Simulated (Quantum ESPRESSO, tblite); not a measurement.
The equilibrium volume of TiAl3, sorted by core time

```
Ti Al
1.0
    -1.91111    1.91111    4.28067
     1.91111   -1.91111    4.28067
     1.91111    1.91111   -4.28067
Ti Al
1 3
Cartesian
  0.0000 0.0000 0.0000
  1.9111 0.0000 2.1403
  0.0000 1.9111 2.1403
  0.0000 0.0000 4.2807
```

The cell comes from a database or a generator and needn't be the stable form of this composition.

```tsv
rung	level	program and potentials	cutoff (eV)	k mesh	smearing	core time	chip	equilibrium volume (Å³/atom)	notes
tight binding or semi-empirical	IPEA1-xTB	tblite, the method's own minimal valence basis	-	1 × 1 × 1	fermi-dirac 0.05	2.2 min	Arm Neoverse V1	17.61	coarse mesh; cell of 48 atoms; Γ point of a 2 × 2 × 3 supercell
GGA + dispersion	PBEsol+D3(zero damping)	Quantum ESPRESSO, GBRV 1.5 PBEsol	612	8 × 8 × 8	fermi-dirac 0.05	2.2 min	Intel Xeon 6975P-C Granite Rapids	15.20	-
non-local van der Waals functional	PBEsol+rVV10	Quantum ESPRESSO, GBRV 1.5 PBEsol	612	8 × 8 × 8	fermi-dirac 0.05	2.8 min	Intel Xeon 6975P-C Granite Rapids	15.37	-
GGA + dispersion	PBEsol+D3(BJ)	Quantum ESPRESSO, GBRV 1.5 PBEsol	612	8 × 8 × 8	fermi-dirac 0.05	3.1 min	Intel Xeon 6975P-C Granite Rapids	15.04	-
GGA + dispersion	PBEsol+D4	Quantum ESPRESSO, GBRV 1.5 PBEsol	612	8 × 8 × 8	fermi-dirac 0.05	4 min	Intel Xeon 6975P-C Granite Rapids	15.27	-
```

Times are single runs on shared hosts and different chips, so they are rough; meshes, cutoffs and the tasks' sizes weigh on the time. Task: relaxation of cell and atoms. All rows: no spin polarisation. Smearing widths are in eV. For a metal such meshes aren't converged. Meshes differ between rows, which moves values too. Meshes are those of the run's cell of 4 atoms unless a note names another. Relaxations start from the cell shown or near it and stop with a little pressure left. Runs on faulty files, with rough fits or with known faults for this quantity aren't shown. No row holds spin-orbit coupling.

By rung: GGA + dispersion 15.04 to 15.27; non-local van der Waals functional 15.37; tight binding or semi-empirical on coarse meshes 17.61 (Å³/atom).
